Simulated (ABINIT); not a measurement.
# Ge (Fd-3m) in ABINIT: further runs, part 2 of 2

ABINIT 10.8.3 (patched build).

**5. Relaxation of cell and atoms, PBE**

Contents of run.abi:

```
# Pseudopotentials
pp_dirpath "./"
pseudos "Ge.GGA_PBE-JTH.xml"

# Structure
acell 7.5601949712 7.5601949712 7.5601949712
rprim
     0.0000000000     0.7071067812     0.7071067812
     0.7071067812     0.0000000000     0.7071067812
     0.7071067812     0.7071067812     0.0000000000
ntypat 1
znucl 32
natom 2
typat 1 1
chkprim 0
chksymtnons 0
tolsym 1.0e-6
xred
            3/4            3/4            3/4
            1/2            1/2            1/2

# Plane-wave basis
ecut 598.650497 eV
pawecutdg 44.0
ecutsm 0.5

# k points
kptopt 1
ngkpt 6 6 6
nshiftk 1
shiftk 0.0 0.0 0.0

# Exchange and correlation
ixc 11

# Bands and occupations
nband 18
occopt 3
tsmear 0.00183747

# SCF cycle
nstep 80
tolvrs 1.0e-10

# Output
iomode 3
prteig 0
prtebands 0
prtwf 0
prtden 0

# Relaxation
ionmov 2
optcell 2
ntime 50
tolmxf 2.0e-5
dilatmx 1.08
```

Potentials or basis: JTH PAW PBE v2.0.

Started as:

```console
> abinit run.abi > log 2>&1
```

run.abo:

```text
.Version 10.8.3 of ABINIT
 Symmetries : space group Fd -3 m (#227); Bravais cF (face-center cubic)
================================================================================
 Values of the parameters that define the memory need of the present run
     intxc =       0    ionmov =       2      iscf =      17    lmnmax =      18
     lnmax =       6     mgfft =      36  mpssoang =       3    mqgrid =    3001
     natom =       2  nloc_mem =       2    nspden =       1   nspinor =       1
    nsppol =       1      nsym =      48    n1xccc =       1    ntypat =       1
    occopt =       3   xclevel =       2
       mpw =        1908          nfft =       46656          nkpt =          16
 PAW method is used; the additional fine FFT grid is defined by:
   mgfftf=        50    nfftf =    125000
================================================================================
================================================================================

--------------------------------------------------------------------------------
------------- Echo of variables that govern the present computation ------------
--------------------------------------------------------------------------------
 -outvars: echo values of preprocessed input variables --------
            acell      7.5601949712E+00  7.5601949712E+00  7.5601949712E+00 Bohr
              amu      7.26100000E+01
          chkprim           0
      chksymtnons           0
          dilatmx      1.08000000E+00
             ecut      2.20000000E+01 Hartree
[... 558 lines left out ...]
xc_dc               : -4.44240593562896E+01
PAW spherical_terms : -4.01979996849561E+01
internal            : -1.91157787453787E+02
'-kT*entropy'       : -7.51596225376011E-05
total_energy_dc     : -1.91157862613409E+02
total_energy_dc_eV  : -5.20167043352965E+03
...

--- !EnergyTermsWithPAWCore
iteration_state     : {dtset: 1, itime: 4, icycle: 1, }
comment             : 'Components of total free energy, including PAW core contributions'
Total energy        : -4.19799435085318E+03
Total energy DC     : -4.19799435079552E+03
Total energy (eV)   : -1.14233245739512E+05
Total energy DC (eV): -1.14233245737943E+05
...

 Cartesian components of stress tensor (hartree/bohr^3)
  sigma(1 1)= -9.35463890E-08  sigma(3 2)=  0.00000000E+00
  sigma(2 2)= -9.35463890E-08  sigma(3 1)=  0.00000000E+00
  sigma(3 3)= -9.35463890E-08  sigma(2 1)=  0.00000000E+00

-Cartesian components of stress tensor (GPa)         [Pressure=  2.7522E-03 GPa]
- sigma(1 1)= -2.75222979E-03  sigma(3 2)=  0.00000000E+00
- sigma(2 2)= -2.75222979E-03  sigma(3 1)=  0.00000000E+00
- sigma(3 3)= -2.75222979E-03  sigma(2 1)=  0.00000000E+00

== END DATASET(S) ==============================================================
================================================================================

 -outvars: echo values of variables after computation  --------
            acell      7.7097123190E+00  7.7097123190E+00  7.7097123190E+00 Bohr
           etotal     -1.9115786261E+02
            fcart      3.0869953668E-30 -7.7174884169E-31 -7.7174884169E-31
                      -3.0869953668E-30  7.7174884169E-31  7.7174884169E-31
            rprim      0.0000000000E+00  7.0710678119E-01  7.0710678119E-01
                       7.0710678119E-01  0.0000000000E+00  7.0710678119E-01
                       7.0710678119E-01  7.0710678119E-01  0.0000000000E+00
           strten     -9.3546389017E-08 -9.3546389014E-08 -9.3546389014E-08
                       0.0000000000E+00  0.0000000000E+00  0.0000000000E+00
           xangst      4.3272856741E+00  4.3272856741E+00  4.3272856741E+00
                       2.8848571161E+00  2.8848571161E+00  2.8848571161E+00
             xred      7.5000000000E-01  7.5000000000E-01  7.5000000000E-01
                       5.0000000000E-01  5.0000000000E-01  5.0000000000E-01
 Calculation completed.
```

Wall time 84 s (1 thread of Arm Neoverse V1, shared host); peak memory 0.14 GiB.

What came out:

| Quantity | Value |
| --- | --- |
| Free energy | -5201.6704 eV |
| Relaxed volume | 24.01 Å³/atom |
| Relaxed cell | a = 4.080 Å, b = 4.080 Å, c = 4.080 Å, α = 60.00°, β = 60.00°, γ = 60.00° |
| Space group after relaxing (to 0.05 Å) | Fd-3m (No. 227) |
| Energy gained by relaxing | 15.8 meV/atom |
| Ionic steps | 4 |
| Pressure after relaxing | 0.0 GPa |
| Band gap on the k mesh | none (metal or under the smearing width) |

The path:
| step | energy change (eV) | largest force (eV/Å) | pressure (GPa) | volume (Å³) |
| --- | --- | --- | --- | --- |
| 1 | 0.0000 | 0.0000 | 3.85 | 45.28 |
| 2 | -0.0114 | 0.0000 | 3.00 | 45.81 |
| 3 | -0.0316 | 0.0000 | 0.20 | 47.86 |
| 4 | -0.0317 | 0.0000 | 0.00 | 48.02 |

Final structure:
```yaml
crystal:
  lattice:
    - [0.00000, 2.88486, 2.88486]
    - [2.88486, 0.00000, 2.88486]
    - [2.88486, 2.88486, 0.00000]
  atoms:
    - { symbol: Ge, position: [0.75000, 0.75000, 0.75000] }
    - { symbol: Ge, position: [0.50000, 0.50000, 0.50000] }
```

Caveat: this crystal is a semiconductor, whose small gap the functional closes, so the metal is an error of the method.

**6. The runs side by side**

```tsv
task	level	potentials or basis	cell	cutoff (eV)	fine-grid cutoff	cell freedom (optcell)	optimiser (ionmov)	cutoff smearing ecutsm (Ha)	force stop (Ha/bohr)	gap on the mesh (eV)	pressure (GPa)
single point	PBEsol	PseudoDojo NC SR PBEsol v0.4.1 standard	as given	952	-	-	-	-	-	none	-1.2
single point	PBEsol	JTH PAW PBE v2.0	as given	435	870.764 eV	-	-	-	-	none	-
relaxation of cell and atoms	PBE	JTH PAW PBE v2.0	relaxed	599	1197.3 eV	2	2	0.5	2e-05	none	0.0
```

Alike in all rows: no spin polarisation; k mesh 6 × 6 × 6; smearing fermi-dirac 0.05 eV.

Caveats: this crystal is a semiconductor, whose small gap the functional closes, so the metal is an error of the method; the PAW data sets were made with another functional, which shifts forces and pressure a little (some runs).

Absolute energies hang on the potentials; compare differences alone.

**7. How close it comes**

Step 2. A measured gap of Ge is 0.666 eV (indirect; 293 K; “Electronic and optical properties of SixGe1-x-ySny alloys lattice-matched to Ge”, 2021, arxiv:2109.02782); the calculated 0.00 eV misses it by -0.67 eV. 3 values of this kind are on record (0.666 to 0.807 eV); this one was drawn at random among those near their median. Spin-orbit coupling on Ge is left out. The value is that of PBEsol on a finite k mesh, which can miss the band edges, without temperature or zero-point motion. Semilocal functionals fall short of measured gaps as a rule.

Step 3. Measured gap of Ge: 0.666 eV (indirect; 293 K; “Electronic and optical properties of SixGe1-x-ySny alloys lattice-matched to Ge”, 2021, arxiv:2109.02782). This calculation gives 0.00 eV (-0.67 eV). 3 values of this kind are on record (0.666 to 0.807 eV); this one was drawn at random among those near their median. Spin-orbit coupling on Ge is left out. The value is that of PBEsol on a finite k mesh, which can miss the band edges, without temperature or zero-point motion. Semilocal functionals fall short of measured gaps as a rule.

Step 5. The cell as given is a measured one (22.64 Å³/atom); PBE puts the equilibrium volume +6.1 % from it, thermal expansion not counted.
